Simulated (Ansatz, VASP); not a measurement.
## Two plane-wave programs on WS2

```
CELL_PARAMETERS angstrom
3.15967 0.00000 0.00000
-1.57983 2.73635 0.00000
0.00000 0.00000 23.12725
ATOMIC_POSITIONS crystal
S 0.66667 0.33333 0.43191
S 0.66667 0.33333 0.56819
W 0.33333 0.66667 0.50006
```

Alike in both runs: functional PBE; dispersion D3(BJ); k mesh 12 × 12 × 1; occupations gaussian, width 0.05 eV; no spin polarisation.

Ansatz relaxed the structure, and its values are those at the end. VASP's run is a single point on that final structure, the one shown.

|  | VASP | Ansatz |
| --- | --- | --- |
| version | VASP 6.6.1 | Ansatz 0.2.0 |
| potentials or method | VASP PAW PBE potentials, release 64 (S, W_sv) | scalar-relativistic, plane waves, PAW |
| plane-wave cutoff (eV) | 520 | 420 |
| valence electrons in the cell | 26 | 26 |

```csv
,VASP,Ansatz,Ansatz less VASP
gap on the k mesh at the Fermi level (eV),1.92,1.92,-0.004
```

Caveats: spin-orbit coupling is left out, which moves the levels of the heavy elements.
